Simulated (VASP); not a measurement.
# V (P6_3/mmc) in VASP: further runs

One crystal, V, is run at these levels: PBEsol; tasks: single point.

Program: VASP 6.6.1. These are calculated values, not measurements. Logs are shortened: lines on timing, memory, paths and dates and some standing lists are left out, and cuts for length are marked.

## (1) The cell of the first run

It takes space group P6_3/mmc (No. 194, hexagonal). The conventional cell has a = 2.604 Å, b = 2.604 Å, c = 4.652 Å, α = 90.00°, β = 90.00°, γ = 120.00°. V (site symmetry -6m2) is surrounded by 12 V at 2.60 to 2.77 Å.

This isn't the form of V at room conditions, which is bcc.

## (2) Single point, PBEsol (strain +0.000 along x and y, -0.015 along z, atoms carried along)

File INCAR:

```
SYSTEM = V
PREC     = Accurate       ! precision mode
ENCUT    = 520            ! plane-wave cutoff, eV
EDIFF    = 1E-6           ! SCF threshold, eV
ISMEAR   = 0              ! smearing method
SIGMA    = 0.15           ! smearing width, eV
LREAL    = .FALSE.        ! projectors in reciprocal space
LASPH    = .TRUE.         ! aspherical terms in the spheres
NELM     = 100            ! most SCF steps
ALGO     = Fast           ! electronic algorithm
ISIF     = 2              ! what is computed and relaxed
LWAVE    = .FALSE.        ! write WAVECAR
LCHARG   = .FALSE.        ! write CHGCAR
GGA      = PS             ! functional
NBANDS   = 20             ! bands
```

File KPOINTS:

```
regular mesh
0
G
  21 21 10
  0 0 0
```

File POSCAR:

```
V
1.0
    2.6042941027      0.0000000000      0.0000000000
   -1.3021470513      2.2553848518      0.0000000000
    0.0000000000      0.0000000000      4.6524859600
V
2
Direct
    0.6666666667      0.3333333333      0.7500000000
    0.3333333333      0.6666666667      0.2500000000
```

Potentials or basis: VASP PAW PBE potentials, release 64 (V_sv).

Command:

```bash
$ cat potpaw_PBE.64/V_sv/POTCAR > POTCAR
$ mpirun -np 1 vasp_std > vasp.out
```

OUTCAR:

```text
SYSTEM = V
   PREC = Accurate
   ENCUT = 520
   EDIFF = 1E-6
   ISMEAR = 0
   LREAL = .FALSE.
   LASPH = .TRUE.
   NELM = 100
   ISIF = 2
   GGA = PS

 ion  position               nearest neighbor table
   1  0.667  0.333  0.750-   2 2.77   2 2.77   2 2.77   2 2.77   2 2.77   2 2.77
   2  0.333  0.667  0.250-   1 2.77   1 2.77   1 2.77   1 2.77   1 2.77   1 2.77

  LATTYP: Found a hexagonal cell.
 ALAT       =     2.6042941027
 C/A-ratio  =     1.7864671871

  Lattice vectors:

 A1 = (   2.6042941027,   0.0000000000,   0.0000000000)
 A2 = (  -1.3021470513,   2.2553848518,   0.0000000000)
 A3 = (   0.0000000000,   0.0000000000,   4.6524859600)

Analysis of symmetry for initial positions (statically):
=====================================================================
 Subroutine PRICEL returns:
 Original cell was already a primitive cell.

 Routine SETGRP: Setting up the symmetry group for a
 hexagonal supercell.

 Subroutine GETGRP returns: Found 24 space group operations
 (whereof 12 operations were pure point group operations)
 out of a pool of 24 trial point group operations.

The static configuration has the point symmetry D_3d.
 The point group associated with its full space group is D_6h.

Analysis of symmetry for dynamics (positions and initial velocities):
=====================================================================
 Subroutine PRICEL returns:
 Original cell was already a primitive cell.

 Routine SETGRP: Setting up the symmetry group for a
 hexagonal supercell.

 Subroutine GETGRP returns: Found 24 space group operations
 (whereof 12 operations were pure point group operations)
 out of a pool of 24 trial point group operations.

The dynamic configuration has the point symmetry D_3d.
 The point group associated with its full space group is D_6h.

 Subroutine INISYM returns: Found 24 space group operations
 (whereof 12 operations are pure point group operations),
 and found     1 'primitive' translations

----------------------------------------------------------------------------------------

                                     Primitive cell

  volume of cell :      27.3272

  direct lattice vectors                    reciprocal lattice vectors
     2.604294103  0.000000000  0.000000000     0.383981210  0.221691655  0.000000000
    -1.302147051  2.255384852  0.000000000     0.000000000  0.443383310  0.000000000
     0.000000000  0.000000000  4.652485960     0.000000000  0.000000000  0.214938854

  length of vectors
     2.604294103  2.604294103  4.652485960     0.443383310  0.443383310  0.214938854

  position of ions in fractional coordinates (direct lattice)
     0.666666667  0.333333333  0.750000000
     0.333333333  0.666666667  0.250000000

  ion indices of the primitive-cell ions
   primitive index   ion index
                 1           1
                 2           2

----------------------------------------------------------------------------------------

 KPOINTS: regular mesh

Automatic generation of k-mesh.
 Grid dimensions read from file:
 generate k-points for:   21   21   10

 Generating k-lattice:

  Cartesian coordinates                     Fractional coordinates (reciprocal lattice)
     0.018284820  0.010556745  0.000000000     0.047619048  0.000000000  0.000000000
     0.000000000  0.021113491  0.000000000     0.000000000  0.047619048  0.000000000
     0.000000000  0.000000000  0.021493885     0.000000000  0.000000000  0.100000000

  Length of vectors
     0.021113491  0.021113491  0.021493885

  Shift w.r.t. Gamma in fractional coordinates (k-lattice)
     0.000000000  0.000000000  0.000000000

 Subroutine IBZKPT returns following result:
 ===========================================

 Found    288 irreducible k-points:

 Following reciprocal coordinates:
            Coordinates               Weight
  0.000000  0.000000  0.000000      1.000000
  0.047619 -0.000000  0.000000      6.000000
  0.095238 -0.000000  0.000000      6.000000
  0.142857 -0.000000  0.000000      6.000000
  0.190476 -0.000000  0.000000      6.000000
  0.238095 -0.000000  0.000000      6.000000
[... 16 lines left out ...]
  0.142857  0.095238  0.000000     12.000000
  0.190476  0.095238  0.000000     12.000000
 [... further k-points ...]
   k-points           NKPTS =    288   k-points in BZ     NKDIM =    288   number of bands    NBANDS=     20
   number of dos      NEDOS =    301   number of ions     NIONS =      2
   total plane-waves  NPLWV =  14400
   dimension x,y,z NGX =    20 NGY =   20 NGZ =   36
   dimension x,y,z NGXF=    40 NGYF=   40 NGZF=   72
   ions per type =               2
   NGX,Y,Z   is equivalent  to a cutoff of  12.77, 12.77, 12.86 a.u.
   NGXF,Y,Z  is equivalent  to a cutoff of  25.53, 25.53, 25.73 a.u.
 SYSTEM =  V
   PREC   = accura    normal or accurate (medium, high low for compatibility)
   ISTART =      0    job   : 0-new  1-cont  2-samecut
   ICHARG =      2    charge: 1-file 2-atom 10-const
   ISPIN  =      1    spin polarized calculation?
   LNONCOLLINEAR =      F non collinear calculations
   LSORBIT =      F    spin-orbit coupling
   LASPH  =      T    aspherical Exc in radial PAW
   ENCUT  =  520.0 eV  38.22 Ry    6.18 a.u.   4.84  4.84  8.65*2*pi/ulx,y,z
   NELM   =    100;   NELMIN=  2; NELMDL= -5     # of ELM steps
   EDIFF  = 0.1E-05   stopping-criterion for ELM
   LREAL  =      F    real-space projection
   EDIFFG = 0.1E-04   stopping-criterion for IOM
   NSW    =      0    number of steps for IOM
   IBRION =     -1    ionic relax: 0-MD 1-quasi-New 2-CG
   NFREE  =      0    steps in history (QN), initial steepest desc. (CG)
   ISIF   =      2    stress and relaxation
   ISYM   =      2    0-nonsym 1-usesym 2-fastsym
   POTIM  = 0.5000    time-step for ionic-motion
   TEBEG  =    0.0;   TEEND  =   0.0 temperature during run
   PSTRESS=    0.0 pullay stress
   NELECT =      26.0000    total number of electrons
   NUPDOWN=      -1.0000    fix difference up-down
   EMIN   =  10.00;   EMAX   =-10.00  energy-range for DOS
   EFERMI =   0.00;   METHOD = LEGACY
   ISMEAR =     0;   SIGMA  =   0.15  broadening in eV -4-tet -1-fermi 0-gaus
   EFERMI_NEDOS =   21; number of points for ismear=-14 and -15
   IALGO  =     68    algorithm
   IMIX   =      4    mixing-type and parameters
     AMIX     =   0.40;   BMIX     =  1.00
     AMIX_MAG =   1.60;   BMIX_MAG =  1.00
  volume/ion in A,a.u.               =      13.66        92.21
  Fermi-wavevector in a.u.,A,eV,Ry     =   1.610154  3.042749 35.274400  2.592595
  Thomas-Fermi vector in A             =   2.705749
   LORBIT       =      0    0 simple, 1 ext, 2 COOP (PROOUT), +10 PAW based schemes
   GGA     = PS    functional components
   LHFCALC =     F    Hartree Fock is set to
   AEXX    =    0.0000 exact exchange contribution
   IVDW    =     0    specifies the selected vdW correction
   LEPSILON=     F    determine dielectric tensor
   LRPA    =     F    only Hartree local field effects (RPA)
 non-spin polarized calculation
 RMM-DIIS sequential band-by-band and
 Gauss-broadening in eV      SIGMA  =   0.15
  energy-cutoff  :      520.00
  volume of cell :       27.33
 maximum number of plane-waves:       756
 NGX is ok and might be reduce to    20
   NGX =  9   NGY =  9   NGZ = 17

 number of electron      26.0000011 magnetization

 Free energy of the ion-electron system (eV)
  ---------------------------------------------------
  ext. energy  EPLUGINS =         0.00000000
  ---------------------------------------------------
  free energy    TOTEN  =       -18.74209565 eV

  energy without entropy =      -18.70382110  energy(sigma->0) =      -18.72295838

 E-fermi :   9.7433     XC(G=0): -12.9652

 val. band max:        9.7414839812   @ k =   0.3333   0.0476   0.0000
 cond. band min:       9.7440686473   @ k =   0.1429   0.0952   0.3000
 fundamental gap:      0.0025846662
 Fermi energy:         9.7433379743

 k-point     1 :       0.0000    0.0000    0.0000
  band No.  band energies     occupation
      1     -54.0317      2.00000
      2     -53.9077      2.00000
      3     -28.2631      2.00000
      4     -27.5604      2.00000
      5     -27.4644      2.00000
      6     -27.4644      2.00000
[... 12 lines left out ...]
     19      12.6583      0.00000
     20      12.6583      0.00000

 k-point     2 :       0.0476   -0.0000    0.0000
  band No.  band energies     occupation
      1     -54.0275      2.00000
      2     -53.9047      2.00000
      3     -28.2566      2.00000
      4     -27.5610      2.00000
      5     -27.4841      2.00000
      6     -27.4698      2.00000
[... 12 lines left out ...]
     19      12.6711      0.00000
     20      12.8654      0.00000

 k-point     3 :       0.0952   -0.0000    0.0000
  band No.  band energies     occupation
      1     -54.0151      2.00000
      2     -53.8960      2.00000
      3     -28.2373      2.00000
      4     -27.5629      2.00000
      5     -27.5414      2.00000
      6     -27.4852      2.00000
[... 12 lines left out ...]
     19      12.7024      0.00000
     20      13.3787      0.00000

 k-point     4 :       0.1429   -0.0000    0.0000
  band No.  band energies     occupation
      1     -53.9955      2.00000
      2     -53.8824      2.00000
      3     -28.2064      2.00000
      4     -27.6312      2.00000
      5     -27.5666      2.00000
      6     -27.5658      2.00000
[... 12 lines left out ...]
     19      12.7379      0.00000
     20      14.0589      0.00000

 k-point     5 :       0.1905   -0.0000    0.0000
  band No.  band energies     occupation
      1     -53.9702      2.00000
      2     -53.8652      2.00000
      3     -28.1656      2.00000
      4     -27.7454      2.00000
      5     -27.6779      2.00000
      6     -27.5726      2.00000
[... 12 lines left out ...]
     19      12.7670      0.00000
     20      14.8332      0.00000
[... 353 lines left out ...]
      6     -27.7018      2.00000
[... 12 lines left out ...]
     19      14.4162      0.00000
     20      15.9908      0.00000

 k-point    22 :       0.0952    0.0952    0.0000
  band No.  band energies     occupation
      1     -53.9843      2.00000
      2     -53.8747      2.00000
      3     -28.1885      2.00000
      4     -27.6678      2.00000
      5     -27.6282      2.00000
      6     -27.5690      2.00000
[... 12 lines left out ...]
     19      12.7043      0.00000
     20      14.4290      0.00000

 k-point    23 :       0.1429    0.0952    0.0000
  band No.  band energies     occupation
      1     -53.9600      2.00000
      2     -53.8585      2.00000
      3     -28.1488      2.00000
      4     -27.7674      2.00000
      5     -27.7311      2.00000
      6     -27.5755      2.00000
[... 12 lines left out ...]
     19      12.6962      0.00000
     20      15.1616      0.00000

 k-point    24 :       0.1905    0.0952    0.0000
  band No.  band energies     occupation
      1     -53.9322      2.00000
      2     -53.8405      2.00000
      3     -28.1017      2.00000
      4     -27.8843      2.00000
      5     -27.8390      2.00000
      6     -27.5881      2.00000
[... 12 lines left out ...]
     19      12.6870      0.00000
     20      15.9679      0.00000

 [... further k-points ...]
[... 5 lines left out ...]
  --------------------------------------------------------------------------------------
  -------------------------------------------------------------------------------------
  Total       -0.8331536     -0.8331536     -0.5481445     -0.0000000      0.0000000      0.0000000
  in kB      -48.8472240    -48.8472240    -32.1373379     -0.0000000      0.0000000      0.0000000
  external PRESSURE =     -43.2772620 kB  Pullay stress =       0.0000000 kB

 VOLUME and BASIS-vectors are now :
 -----------------------------------------------------------------------------
  energy-cutoff  :      520.00
  volume of cell :       27.33
      direct lattice vectors                 reciprocal lattice vectors
     2.604294103  0.000000000  0.000000000     0.383981210  0.221691655  0.000000000
    -1.302147051  2.255384852  0.000000000     0.000000000  0.443383310  0.000000000
     0.000000000  0.000000000  4.652485960     0.000000000  0.000000000  0.214938854

 POSITION                                       TOTAL-FORCE (eV/Angst)
 -----------------------------------------------------------------------------------
      1.30215      0.75179      3.48936         0.000000      0.000000      0.000000
     -0.00000      1.50359      1.16312        -0.000000      0.000000      0.000000
 -----------------------------------------------------------------------------------
    total drift:                               -0.000000      0.000000     -0.000000

  FREE ENERGIE OF THE ION-ELECTRON SYSTEM (eV)
  ---------------------------------------------------
  free  energy   TOTEN  =       -18.7420956544 eV

  energy  without entropy=      -18.7038210997  energy(sigma->0) =      -18.72295838
```

Run time: 1.9 min. Hardware: 1 thread of Intel Xeon Platinum 8488C (Sapphire Rapids), shared host; peak memory 0.23 GiB.

What came out:

```
Free energy            : -18.7421 eV
Pressure               : -4.3 GPa
Band gap on the k mesh : none (metal or under the smearing width)
```

Levels at points of the mesh, in eV from the Fermi level:
```csv
k point,band 11,band 12,band 13,band 14,band 15,band 16
"(0.00, 0.00, 0.00)",-0.49,-0.07,0.31,0.31,0.65,0.65
"(0.00, 0.00, 0.50)",-0.97,-0.97,0.34,0.34,0.34,0.34
```

Caveat: the PAW data sets were made with another functional, which shifts forces and pressure a little.

[end of part 1 of 2]
